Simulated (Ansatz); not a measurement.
## Au: computed DOS

```
Au
1.0
     2.74784    0.00000    0.00000
     0.00000    2.74784    0.00000
     0.00000    0.00000    2.74784
Au
1
Direct
  0.00000 0.00000 0.00000
```

The structure comes from a relaxation in the same program, started in the sc type, and has space group Pm-3m. Whether it is a known phase or the ground state wasn't checked.

Spin–orbit coupling is left out, though it moves levels of the heavy atoms by tenths of an eV or more.

Computed with Ansatz 0.2.0, DFT, PBE, all-electron LAPW, scalar-relativistic.

Sampling and basis: a Γ-centred 12×12×12 k mesh, Fermi–Dirac smearing of 0.08 eV, basis error target 0.25 meV/atom, no spin polarisation.

Q: Where is the centre of the filled Au 5d states between -14 eV and the top of the filled states?

A: -3.34 eV from the Fermi level.

Q: Tabulate the density of states.

A: States per eV and cell, averaged over 0.6 eV, from -5.8 to 3.6 eV, with energies (bin centres) from the Fermi level; empty bins are left out. The partial columns, the largest 2 alone, are projections on Löwdin-orthogonalised atomic shells (those that the program's projection atoms carry: the occupied ones and, for some elements, an empty d or f shell; other empty shells have no column), summed over atoms of an element. Weights on diffuse s and p shells depend on that basis and aren't pure angular character.
```json
{"E (eV)": "-5.6", "total": "0.93", "Au 5d": "0.62", "Au 6s": "0.30"}
{"E (eV)": "-5.0", "total": "2.88", "Au 5d": "2.57", "Au 6s": "0.30"}
{"E (eV)": "-4.4", "total": "2.48", "Au 5d": "2.30", "Au 6s": "0.17"}
{"E (eV)": "-3.8", "total": "1.92", "Au 5d": "1.84", "Au 6s": "0.06"}
{"E (eV)": "-3.2", "total": "2.27", "Au 5d": "2.18", "Au 6s": "0.07"}
{"E (eV)": "-2.6", "total": "2.34", "Au 5d": "2.28", "Au 6s": "0.05"}
{"E (eV)": "-2.0", "total": "2.81", "Au 5d": "2.64", "Au 6s": "0.15"}
{"E (eV)": "-1.4", "total": "1.29", "Au 5d": "1.12", "Au 6s": "0.13"}
{"E (eV)": "-0.8", "total": "0.66", "Au 5d": "0.47", "Au 6s": "0.14"}
{"E (eV)": "-0.2", "total": "0.35", "Au 5d": "0.14", "Au 6s": "0.14"}
{"E (eV)": "0.4", "total": "0.27", "Au 5d": "0.05", "Au 6s": "0.13"}
{"E (eV)": "1.0", "total": "0.26", "Au 5d": "0.04", "Au 6s": "0.13"}
{"E (eV)": "1.6", "total": "0.25", "Au 5d": "0.04", "Au 6s": "0.14"}
{"E (eV)": "2.2", "total": "0.30", "Au 5d": "0.06", "Au 6s": "0.18"}
{"E (eV)": "2.8", "total": "0.35", "Au 5d": "0.06", "Au 6s": "0.19"}
{"E (eV)": "3.4", "total": "0.35", "Au 5d": "0.04", "Au 6s": "0.13"}
```
